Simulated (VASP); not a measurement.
# SnO (Pm-3m) in VASP: notebook

One crystal, SnO, is run at these levels: PBEsol, r2SCAN; tasks: core levels, phonons, elastic constants, G0W0 quasiparticle levels.

All numbers are computed with VASP 6.6.1; they aren't measurements. Logs are shortened: lines on timing, memory, paths and dates and some standing lists are left out, and cuts for length are marked.

## Step 1: The crystal as given

Symmetry: Pm-3m, No. 221, cubic system. The conventional cell has a = 3.132 Å, b = 3.132 Å, c = 3.132 Å, α = 90.00°, β = 90.00°, γ = 90.00°. Around Sn (site symmetry m-3m) lie 8 O at 2.71 Å. Around O (site symmetry m-3m) lie 8 Sn at 2.71 Å.

The cell was built by a generator and needn't be a form met in nature.

## Step 2: Core levels, PBEsol

INCAR

```
ALGO = Fast
EDIFF = 1E-6
ENCUT = 520
GGA = PS
ICORELEVEL = 1
ISIF = 2
ISMEAR = 0
LASPH = True
LCHARG = False
LREAL = False
LWAVE = False
NELM = 80
PREC = Accurate
SIGMA = 0.02
```

KPOINTS

```
k-points
0
Gamma
  9 9 9
```

POSCAR

```
SnO
1.0
    3.1319300000      0.0000000000      0.0000000000
    0.0000000000      3.1319300000      0.0000000000
    0.0000000000      0.0000000000      3.1319300000
Sn O
1 1
Direct
    0.0000000000      0.0000000000      0.0000000000
    0.5000000000      0.5000000000      0.5000000000
```

Potentials or basis: VASP PAW PBE potentials, release 64 (Sn_d, O).

The run is started by

```console
$ cat potpaw_PBE.64/Sn_d/POTCAR potpaw_PBE.64/O/POTCAR > POTCAR
$ mpirun -np 1 vasp_std > vasp.out
```

OUTCAR:

```text
EDIFF = 1E-6
   ENCUT = 520
   GGA = PS
   ISIF = 2
   ISMEAR = 0
   LASPH = True
   LREAL = False
   NELM = 80
   PREC = Accurate

 ion  position               nearest neighbor table
   1  0.000  0.000  0.000-   2 2.71   2 2.71   2 2.71   2 2.71   2 2.71   2 2.71   2 2.71   2 2.71

   2  0.500  0.500  0.500-   1 2.71   1 2.71   1 2.71   1 2.71   1 2.71   1 2.71   1 2.71   1 2.71

  LATTYP: Found a simple cubic cell.
 ALAT       =     3.1319300000

  Lattice vectors:

 A1 = (   3.1319300000,   0.0000000000,   0.0000000000)
 A2 = (   0.0000000000,   3.1319300000,   0.0000000000)
 A3 = (   0.0000000000,   0.0000000000,   3.1319300000)

Analysis of symmetry for initial positions (statically):
=====================================================================
 Subroutine PRICEL returns:
 Original cell was already a primitive cell.

 Routine SETGRP: Setting up the symmetry group for a
 simple cubic supercell.

 Subroutine GETGRP returns: Found 48 space group operations
 (whereof 48 operations were pure point group operations)
 out of a pool of 48 trial point group operations.

The static configuration has the point symmetry O_h .

Analysis of symmetry for dynamics (positions and initial velocities):
=====================================================================
 Subroutine PRICEL returns:
 Original cell was already a primitive cell.

 Routine SETGRP: Setting up the symmetry group for a
 simple cubic supercell.

 Subroutine GETGRP returns: Found 48 space group operations
 (whereof 48 operations were pure point group operations)
 out of a pool of 48 trial point group operations.

The dynamic configuration has the point symmetry O_h .

 Subroutine INISYM returns: Found 48 space group operations
 (whereof 48 operations are pure point group operations),
 and found     1 'primitive' translations

----------------------------------------------------------------------------------------

                                     Primitive cell

  volume of cell :      30.7211

  direct lattice vectors                    reciprocal lattice vectors
     3.131930000  0.000000000  0.000000000     0.319291938  0.000000000  0.000000000
     0.000000000  3.131930000  0.000000000     0.000000000  0.319291938  0.000000000
     0.000000000  0.000000000  3.131930000     0.000000000  0.000000000  0.319291938

  length of vectors
     3.131930000  3.131930000  3.131930000     0.319291938  0.319291938  0.319291938

  position of ions in fractional coordinates (direct lattice)
     0.000000000  0.000000000  0.000000000
     0.500000000  0.500000000  0.500000000

  ion indices of the primitive-cell ions
   primitive index   ion index
                 1           1
                 2           2

----------------------------------------------------------------------------------------

 KPOINTS: k-points

Automatic generation of k-mesh.
 Grid dimensions read from file:
 generate k-points for:    9    9    9

 Generating k-lattice:

  Cartesian coordinates                     Fractional coordinates (reciprocal lattice)
     0.035476882  0.000000000  0.000000000     0.111111111  0.000000000  0.000000000
     0.000000000  0.035476882  0.000000000     0.000000000  0.111111111  0.000000000
     0.000000000  0.000000000  0.035476882     0.000000000  0.000000000  0.111111111

  Length of vectors
     0.035476882  0.035476882  0.035476882

  Shift w.r.t. Gamma in fractional coordinates (k-lattice)
     0.000000000  0.000000000  0.000000000

 Subroutine IBZKPT returns following result:
 ===========================================

 Found     35 irreducible k-points:

 Following reciprocal coordinates:
            Coordinates               Weight
  0.000000  0.000000  0.000000      1.000000
  0.111111  0.000000  0.000000      6.000000
  0.222222  0.000000  0.000000      6.000000
  0.333333  0.000000  0.000000      6.000000
  0.444444  0.000000  0.000000      6.000000
  0.111111  0.111111  0.000000     12.000000
[... 16 lines left out ...]
  0.333333  0.333333  0.111111     24.000000
  0.444444  0.333333  0.111111     48.000000
 [... further k-points ...]
   k-points           NKPTS =     35   k-points in BZ     NKDIM =     35   number of bands    NBANDS=     14
   number of dos      NEDOS =    301   number of ions     NIONS =      2
   total plane-waves  NPLWV =  13824
   dimension x,y,z NGX =    24 NGY =   24 NGZ =   24
   dimension x,y,z NGXF=    48 NGYF=   48 NGZF=   48
   ions per type =               1   1
   NGX,Y,Z   is equivalent  to a cutoff of  12.74, 12.74, 12.74 a.u.
   NGXF,Y,Z  is equivalent  to a cutoff of  25.48, 25.48, 25.48 a.u.
 SYSTEM =  unknown system
   PREC   = accura    normal or accurate (medium, high low for compatibility)
   ISTART =      0    job   : 0-new  1-cont  2-samecut
   ICHARG =      2    charge: 1-file 2-atom 10-const
   ISPIN  =      1    spin polarized calculation?
   LNONCOLLINEAR =      F non collinear calculations
   LSORBIT =      F    spin-orbit coupling
   LASPH  =      T    aspherical Exc in radial PAW
   ENCUT  =  520.0 eV  38.22 Ry    6.18 a.u.   5.82  5.82  5.82*2*pi/ulx,y,z
   NELM   =     80;   NELMIN=  2; NELMDL= -5     # of ELM steps
   EDIFF  = 0.1E-05   stopping-criterion for ELM
   LREAL  =      F    real-space projection
   EDIFFG = 0.1E-04   stopping-criterion for IOM
   NSW    =      0    number of steps for IOM
   IBRION =     -1    ionic relax: 0-MD 1-quasi-New 2-CG
   NFREE  =      0    steps in history (QN), initial steepest desc. (CG)
   ISIF   =      2    stress and relaxation
   ISYM   =      2    0-nonsym 1-usesym 2-fastsym
   POTIM  = 0.5000    time-step for ionic-motion
   TEBEG  =    0.0;   TEEND  =   0.0 temperature during run
   PSTRESS=    0.0 pullay stress
   NELECT =      20.0000    total number of electrons
   NUPDOWN=      -1.0000    fix difference up-down
   EMIN   =  10.00;   EMAX   =-10.00  energy-range for DOS
   EFERMI =   0.00;   METHOD = LEGACY
   ISMEAR =     0;   SIGMA  =   0.02  broadening in eV -4-tet -1-fermi 0-gaus
   EFERMI_NEDOS =   21; number of points for ismear=-14 and -15
   IALGO  =     68    algorithm
   IMIX   =      4    mixing-type and parameters
     AMIX     =   0.40;   BMIX     =  1.00
     AMIX_MAG =   1.60;   BMIX_MAG =  1.00
  volume/ion in A,a.u.               =      15.36       103.66
  Fermi-wavevector in a.u.,A,eV,Ry     =   1.418860  2.681256 27.390743  2.013163
  Thomas-Fermi vector in A             =   2.539941
   LORBIT       =      0    0 simple, 1 ext, 2 COOP (PROOUT), +10 PAW based schemes
   GGA     = PS    functional components
   LHFCALC =     F    Hartree Fock is set to
   AEXX    =    0.0000 exact exchange contribution
   IVDW    =     0    specifies the selected vdW correction
   LEPSILON=     F    determine dielectric tensor
   LRPA    =     F    only Hartree local field effects (RPA)
 non-spin polarized calculation
 RMM-DIIS sequential band-by-band and
 Gauss-broadening in eV      SIGMA  =   0.02
  energy-cutoff  :      520.00
  volume of cell :       30.72
 maximum number of plane-waves:       849
 NGX is ok and might be reduce to    24
   NGX = 11   NGY = 11   NGZ = 11

 number of electron      19.9999986 magnetization

 Free energy of the ion-electron system (eV)
  ---------------------------------------------------
  ext. energy  EPLUGINS =         0.00000000
  ---------------------------------------------------
  free energy    TOTEN  =       -10.61376151 eV

  energy without entropy =      -10.61376151  energy(sigma->0) =      -10.61376151

 the core state eigenenergies are
   1-  1s -28995.0730  2s  -4366.5155  2p  -3918.1438  3s   -832.7071  3p   -686.2554
       3d   -460.9700  4s   -121.5682  4p    -77.3432
   2-  1s   -498.1263

 E-fermi :   7.8525     XC(G=0): -11.4819

 val. band max:        7.6684872324   @ k =   0.4444   0.1111   0.1111
 cond. band min:       8.0860988825   @ k =   0.4444   0.4444   0.4444
 fundamental gap:      0.4176116501
 Fermi energy:         7.8525295544

 k-point     1 :       0.0000    0.0000    0.0000
  band No.  band energies     occupation
      1     -13.7250      2.00000
      2     -13.7250      2.00000
      3     -13.3724      2.00000
      4     -13.3724      2.00000
      5     -13.3724      2.00000
      6      -9.9598      2.00000
      7       0.3821      2.00000
      8       5.4209      2.00000
      9       5.4209      2.00000
     10       5.4209      2.00000
     11      15.7610      0.00000
     12      15.7610      0.00000
     13      15.7657      0.00000
     14      15.8083      0.00000

 k-point     2 :       0.1111    0.0000    0.0000
  band No.  band energies     occupation
      1     -13.7232      2.00000
      2     -13.6952      2.00000
      3     -13.3829      2.00000
      4     -13.3829      2.00000
      5     -13.3715      2.00000
      6      -9.8879      2.00000
      7       0.2395      2.00000
      8       5.4490      2.00000
      9       5.5006      2.00000
     10       5.5006      2.00000
     11      13.6979      0.00000
     12      15.6882      0.00000
     13      15.6882      0.00000
     14      15.9555      0.00000

 k-point     3 :       0.2222    0.0000    0.0000
  band No.  band energies     occupation
      1     -13.7186      2.00000
      2     -13.6197      2.00000
      3     -13.4092      2.00000
      4     -13.4092      2.00000
      5     -13.3693      2.00000
      6      -9.6955      2.00000
      7      -0.1409      2.00000
      8       5.6080      2.00000
      9       5.7103      2.00000
     10       5.7103      2.00000
     11      11.6873      0.00000
     12      15.4723      0.00000
     13      15.4723      0.00000
     14      16.3997      0.00000
[... 205 lines left out ...]
 k-point    16 :       0.1111    0.1111    0.1111
  band No.  band energies     occupation
      1     -13.6773      2.00000
      2     -13.6773      2.00000
      3     -13.3976      2.00000
      4     -13.3919      2.00000
      5     -13.3919      2.00000
      6      -9.7446      2.00000
      7       0.1016      2.00000
      8       5.1252      2.00000
      9       5.1252      2.00000
     10       6.4111      2.00000
     11      13.6546      0.00000
     12      13.6546      0.00000
     13      14.2347      0.00000
     14      18.7989      0.00000

 k-point    17 :       0.2222    0.1111    0.1111
  band No.  band energies     occupation
      1     -13.6729      2.00000
      2     -13.6004      2.00000
      3     -13.4285      2.00000
      4     -13.4192      2.00000
      5     -13.3903      2.00000
      6      -9.5559      2.00000
      7      -0.0707      2.00000
      8       4.7084      2.00000
      9       5.3778      2.00000
     10       6.9001      2.00000
     11      11.7387      0.00000
     12      13.5356      0.00000
     13      14.3543      0.00000
     14      18.8058      0.00000

------------------------ aborting loop because EDIFF is reached ----------------------------------------

  FORCE on cell =-STRESS in cart. coord.  units (eV):
  Direction    XX          YY          ZZ          XY          YZ          ZX
  --------------------------------------------------------------------------------------
  -------------------------------------------------------------------------------------
  Total       -0.9624745     -0.9624745     -0.9624745     -0.0000000     -0.0000000     -0.0000000
  in kB      -50.1953736    -50.1953736    -50.1953736     -0.0000000     -0.0000000     -0.0000000
  external PRESSURE =     -50.1953736 kB  Pullay stress =       0.0000000 kB

 VOLUME and BASIS-vectors are now :
 -----------------------------------------------------------------------------
  energy-cutoff  :      520.00
  volume of cell :       30.72
      direct lattice vectors                 reciprocal lattice vectors
     3.131930000  0.000000000  0.000000000     0.319291938  0.000000000  0.000000000
     0.000000000  3.131930000  0.000000000     0.000000000  0.319291938  0.000000000
     0.000000000  0.000000000  3.131930000     0.000000000  0.000000000  0.319291938

 POSITION                                       TOTAL-FORCE (eV/Angst)
 -----------------------------------------------------------------------------------
      0.00000      0.00000      0.00000         0.000000      0.000000      0.000000
      1.56597      1.56597      1.56597         0.000000      0.000000      0.000000
 -----------------------------------------------------------------------------------
    total drift:                                0.000000      0.000000     -0.000000

  FREE ENERGIE OF THE ION-ELECTRON SYSTEM (eV)
  ---------------------------------------------------
  free  energy   TOTEN  =       -10.6137615063 eV

  energy  without entropy=      -10.6137615063  energy(sigma->0) =      -10.61376151
```

It took 9.6 s on 1 thread of Intel Xeon 6975P-C (Granite Rapids), shared host; peak memory 0.13 GiB.

What came out:

| Property | Result |
| --- | --- |
| Free energy | -10.6138 eV |
| Pressure | -5.0 GPa |
| Band gap on the k mesh | 0.42 eV, indirect (least direct gap 0.91 eV) |

Core levels (eV, on the scale of the bands):
| atom | levels |
| --- | --- |
| 1 Sn | 1s -28995.1, 2s -4366.5, 2p -3918.1, 3s -832.7, 3p -686.3, 3d -461.0, 4s -121.6, 4p -77.3 |
| 2 O | 1s -498.1 |

Caveat: the PAW data sets were made with another functional, which shifts forces and pressure a little; spin-orbit coupling is left out, which moves the levels of the heavy elements; an odd mesh through Γ misses points on the zone boundary, where band edges often lie.

(Part 1 of 3 ends here.)
